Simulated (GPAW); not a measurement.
## ZnS (Wurtzite-6H): density of states with rSCAN

**What was measured.**

A printed reference work, monograph reports, for a bulk crystal of ZnS at 4 K: band gap 3.911 eV (direct).

ZnS (Wurtzite-6H):

```
Zn S
1.0
     3.81200    0.00000    0.00000
    -1.90600    3.30129    0.00000
     0.00000    0.00000   18.68999
Zn S
6 6
Cartesian
  0.0000 2.2009 15.5749
  1.9060 1.1004 6.2299
  1.9060 1.1004 12.4601
  0.0000 2.2009 3.1151
  0.0000 0.0000 9.3450
  0.0000 0.0000 0.0000
  0.0000 2.2009 17.9112
  1.9060 1.1004 8.5662
  1.9060 1.1004 14.7963
  0.0000 2.2009 5.4513
  0.0000 0.0000 11.6812
  0.0000 0.0000 2.3362
```

```
Program             : GPAW 26.7.0
Task                : density of states
Functional          : rSCAN
Potentials or basis : GPAW PAW data sets (gpaw-data 1.2.1)
Cutoff              : 600 eV
Basis               : pw
k mesh              : 5 × 5 × 1
Occupations         : fermi-dirac, width 0.05 eV
Spin                : no spin polarisation
Maxiter             : 150
k mesh for the DOS  : 7 × 7 × 1
Dos width           : 0.2 eV
```

```
Pressure               : -0.6 GPa
Largest force          : 0.035 eV/Å
Band gap on the k mesh : 2.70 eV, direct
```

Forces on the atoms (eV/Å):
```
Zn   0.000  0.000  0.005
Zn   0.000  0.000  0.005
Zn   0.000  0.000  0.016
Zn   0.000  0.000  0.016
Zn   0.000  0.000  0.001
Zn   0.000  0.000  0.001
S    0.000  0.000 -0.035
S    0.000  0.000 -0.035
S    0.000  0.000 -0.008
S    0.000  0.000 -0.009
S    0.000  0.000  0.021
S    0.000  0.000  0.021
```

Levels at points of the mesh, in eV from the valence-band top:
```
           k point  band 51  band 52  band 53  band 54  band 55  band 56  band 57  band 58
(0.00, 0.00, 0.00)    -0.25    -0.02     0.00     0.00     2.70     3.71     3.77     3.84
```

States per cell in windows of 1 eV (zero at the valence-band top; states under -8 eV left out):
```
from (eV)  total
     -8.0   0.00
     -7.0  41.78
     -6.0  19.29
     -5.0   6.82
     -4.0   4.09
     -3.0   8.81
     -2.0  10.53
     -1.0   4.57
      0.0   0.10
      1.0   0.00
      2.0   0.04
      3.0   0.97
      4.0   7.12
      5.0   7.40
      6.0   6.76
```

Run time: 12 min on 1 thread of Arm Neoverse V2, with other jobs on the host, peak memory 0.7 GiB.

Against the measured gap of ZnS, 3.911 eV (direct; 4 K; a printed reference work, monograph), the calculated 2.70 eV is off by -1.21 eV. The value is that of rSCAN, without temperature or zero-point motion.

Caveat: the k mesh is coarse; the PAW data sets were made with another functional, which shifts forces and pressure a little; the cell's inner coordinates are idealised or old, which leaves forces on the atoms.
